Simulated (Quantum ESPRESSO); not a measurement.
# MnSi in Quantum ESPRESSO: the effect of functional

MnSi:

```
Mn Si
1.0
     0.00000    2.52722    2.52722
     2.52722    0.00000    2.52722
     2.52722    2.52722    0.00000
Mn Si
1 1
Direct
  0.00000 0.00000 0.00000
  0.25000 0.25000 0.25000
```

The cell was built by a generator and needn't be a form met in nature.

Alike in all runs:

```yaml
Program: Quantum ESPRESSO 7.5
Task: phonons
Cutoff: 612 eV
Density_cutoff: 4898 eV
k_mesh: 6 × 6 × 6
Occupations: cold, width 0.2 eV
Spin: collinear spin, ferromagnetic start
Starting_moments: "[4.0, 0.0] μB"
```

Each run relaxes the cell or the atoms first.

```csv
functional,potentials or basis,relaxed volume (Å³/atom),moment (μB),highest phonon frequency (cm⁻¹)
LDA,GBRV 1.5 LDA,?,?,?
PBE,GBRV 1.5 PBE,19.95,2.56,330
PBEsol,GBRV 1.5 PBEsol,18.78,2.36,360
WC,GBRV 1.5 PBE,18.89,2.37,358
PW91,GBRV 1.5 PBE,19.90,2.55,330
```

**Question.** What does the run with functional LDA give?

**Answer.** Relaxed volume 17.80 Å³/atom; moment 2.16 μB; highest phonon frequency 383 cm⁻¹.

Caveats: the mesh is thin for the phonons of a metal; the volume moved by over 15 % at a fixed basis, so the end points are rough (some runs); the potentials were made for another functional, which shifts forces and pressure (some runs).
